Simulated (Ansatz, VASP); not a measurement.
One calculation of TlCl, two programs

File INCAR:

```
PREC = Accurate
ENCUT = 520
EDIFF = 1E-7
ISMEAR = 0
SIGMA = 0.05
LREAL = F
LASPH = T
NELM = 100
ALGO = Fast
ISIF = 2
LWAVE = F
LCHARG = F
GGA = PE
IVDW = 12
NBANDS = 17
```

Contents of KPOINTS:

```
Automatic mesh
0
Gamma
  8 8 8
```

POSCAR

```
TlCl
1.0
    3.8340000000      0.0000000000      0.0000000000
    0.0000000000      3.8340000000      0.0000000000
    0.0000000000      0.0000000000      3.8340000000
Tl Cl
1 1
Direct
    0.0000000000      0.0000000000      0.0000000000
    0.5000000000      0.5000000000      0.5000000000
```

Input for Ansatz:

```yaml
crystal:
  lattice:
    - [3.834, 0.0, 0.0]
    - [0.0, 3.834, 0.0]
    - [0.0, 0.0, 3.834]
  atoms:
    - { symbol: Tl, position: [0.0, 0.0, 0.0] }
    - { symbol: Cl, position: [0.5, 0.5, 0.5] }
basis:
  ecutwfc: 420
kpoints:
  mp_grid: { grid: [8, 8, 8] }
hamiltonian:
  xc: pbe
  dispersion: d3bj
scf:
  occupations: { method: gaussian, width: 0.05 }
output:
  forces: true
  stress: true
  eigenvalues: true
```

Alike in both runs: task single point; functional PBE; dispersion D3(BJ); k mesh 8 × 8 × 8; occupations gaussian, width 0.05 eV; no spin polarisation.

|  | VASP | Ansatz |
| --- | --- | --- |
| version | VASP 6.6.1 | Ansatz 0.2.0 |
| potentials or method | VASP PAW PBE potentials, release 64 (Tl_d, Cl) | scalar-relativistic, plane waves, PAW |
| plane-wave cutoff (eV) | 520 | 420 |
| valence electrons in the cell | 20 | 20 |

```tsv
	VASP	Ansatz	Ansatz less VASP
gap on the k mesh at the Fermi level (eV)	2.08	2.08	-0.007
least direct gap on the mesh (eV)	2.08	2.08	-0.007
pressure (GPa)	0.4	0.5	+0.08
```

Ansatz warned: «dispersion_switch_in_reach».

Caveats: spin-orbit coupling is left out, which as a rule narrows the gap of such compounds by several tenths of an eV. A k mesh can miss the band edges. PBE gaps usually lie below the measured ones, often by a third to a half.
